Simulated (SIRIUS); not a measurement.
Input of a SIRIUS 7.12.0 run:

Contents of sirius.json:

```json
{
  "control": {
    "processing_unit": "cpu",
    "verbosity": 2,
    "num_bands_to_print": 34,
    "print_forces": true,
    "print_stress": true
  },
  "parameters": {
    "electronic_structure_method": "pseudopotential",
    "xc_functionals": ["XC_GGA_X_PBE_SOL", "XC_GGA_C_PBE_SOL"],
    "gk_cutoff": 9.2,
    "pw_cutoff": 18.4,
    "ngridk": [10, 10, 10],
    "shiftk": [0, 0, 0],
    "smearing": "fermi_dirac",
    "smearing_width": 0.0018374661,
    "num_bands": 34,
    "num_mag_dims": 0,
    "num_dft_iter": 100,
    "energy_tol": 1e-08,
    "density_tol": 1e-06
  },
  "iterative_solver": {
    "type": "davidson",
    "min_tolerance": 1e-10
  },
  "mixer": {
    "type": "anderson",
    "beta": 0.7,
    "max_history": 8
  },
  "settings": {
    "tol_ne": 1e-10,
    "pseudo_grid_cutoff": 6.5
  },
  "unit_cell": {
    "lattice_vectors": [
      [-3.575550800404, 3.575550800404, 8.989994092682],
      [3.575550800404, -3.575550800404, 8.989994092682],
      [3.575550800404, 3.575550800404, -8.989994092682]
    ],
    "atom_coordinate_units": "lattice",
    "atom_types": ["Ti", "O"],
    "atom_files": {
      "O": "O.json",
      "Ti": "Ti.json"
    },
    "atoms": {
      "Ti": [
        [0.749248, 0.249738, 0.494278],
        [0.002996, -0.003225, 0.000219]
      ],
      "O": [
        [0.78263, 0.795091, -0.002627],
        [0.541452, 0.039766, 0.501168],
        [0.95029, 0.449868, 0.476092],
        [0.215506, 0.209687, 0.005593]
      ]
    }
  }
}
```

Potentials or basis: PseudoDojo 0.4.1 PBEsol standard (scalar relativistic).

Launch:

```bash
$ upf_to_json O.upf
$ upf_to_json Ti.upf
$ OMP_NUM_THREADS=4 sirius.scf --input=sirius.json --output=out.json --task=0
```

Q: Predict the largest force.

A: 0.912 eV/Å.

Q: Estimate the band gap on the k mesh.

A: 2.04 eV.

Q: What does it give for the pressure?

A: -2.4 GPa.

Forces in eV/Å, atoms in the order of the input:
```
Ti   0.038  0.032 -0.326
Ti  -0.052 -0.025  0.264
O   -0.603  0.242  0.345
O   -0.153 -0.088  0.363
O    0.744  0.222 -0.479
O    0.027 -0.384 -0.167
```

A k mesh can miss the band edges.
